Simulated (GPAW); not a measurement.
MnO in GPAW: the effect of functional

The system is MnO.

```xyz
2
Lattice="2.9713 -1.7170 0.0000 2.9713 1.7170 0.0000 -1.9846 0.0000 2.8103" Properties=species:S:1:pos:R:3 pbc="T T T"
Mn    1.9788    0.0000    1.4070
O     3.9609    0.0000    0.7007
```

The cell comes from a database or a generator and needn't be the stable form of this composition.

Alike in all runs:

* Program: GPAW 26.7.0
* Task: band structure
* Cutoff: 800 eV
* Basis: pw
* k mesh: 7 × 7 × 7
* Occupations: fermi-dirac, width 0.05 eV
* Spin: collinear spin, ferromagnetic start
* Starting moments: [4.0, 0.0] μB

```csv
functional,potentials or basis,pressure (GPa),moment (μB)
PBEsol,PAW data sets generated in the run's folder for this functional,?,?
RPBE,the program's PAW data sets (release 1.2.1) made for this functional,1.3,5.00
LDA,the program's PAW data sets (release 1.2.1) made for this functional,-12.2,4.94
PBE,GPAW PAW data sets (gpaw-data 1.2.1),-2.7,5.00
```

Question: What does the run with functional PBEsol give?

Answer: Pressure -6.9 GPa; moment 4.99 μB.

Caveats: a cell with one magnetic atom can't hold antiferromagnetic order, which such compounds often take.
